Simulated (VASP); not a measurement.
Crystal: Cu2O.

```
Cu O
1.0
     4.26000    0.00000    0.00000
     0.00000    4.26000    0.00000
     0.00000    0.00000    4.26000
Cu O
4 2
Cartesian
  1.0650 1.0650 1.0650
  1.0650 3.1950 3.1950
  3.1950 3.1950 1.0650
  3.1950 1.0650 3.1950
  0.0000 0.0000 0.0000
  2.1300 2.1300 2.1300
```

* Program: VASP 6.6.1
* Task: relaxation of cell and atoms
* Functional: PBEsol
* Potentials or basis: VASP PAW PBE potentials, release 64 (Cu, O)
* Cutoff: 600 eV
* k mesh: 6 × 6 × 6
* Occupations: gaussian, width 0.03 eV
* Spin: no spin polarisation

At the start: pressure -2.5 GPa; volume 12.88 Å³/atom.

Task: Where does the relaxation end?

Result: Over 3 steps the energy falls by 2.1 meV/atom and the volume is 12.62 Å³/atom (-2.0 %); space group Pn-3m (No. 224, to 0.05 Å).

Step by step:
| step | energy change (eV) | largest force (eV/Å) | pressure (GPa) | volume (Å³) |
| --- | --- | --- | --- | --- |
| 1 | 0.0000 | 0.0000 | -2.52 | 77.31 |
| 2 | -0.0099 | 0.0000 | 1.14 | 75.07 |
| 3 | -0.0125 | 0.0000 | 0.04 | 75.75 |

Final structure:
```
CELL_PARAMETERS angstrom
4.23113 0.00000 0.00000
0.00000 4.23113 0.00000
0.00000 0.00000 4.23113
ATOMIC_POSITIONS crystal
Cu 0.25000 0.25000 0.25000
Cu 0.25000 0.75000 0.75000
Cu 0.75000 0.75000 0.25000
Cu 0.75000 0.25000 0.75000
O 0.00000 0.00000 0.00000
O 0.50000 0.50000 0.50000
```

Caveat: the PAW data sets were made with another functional, which shifts forces and pressure a little.
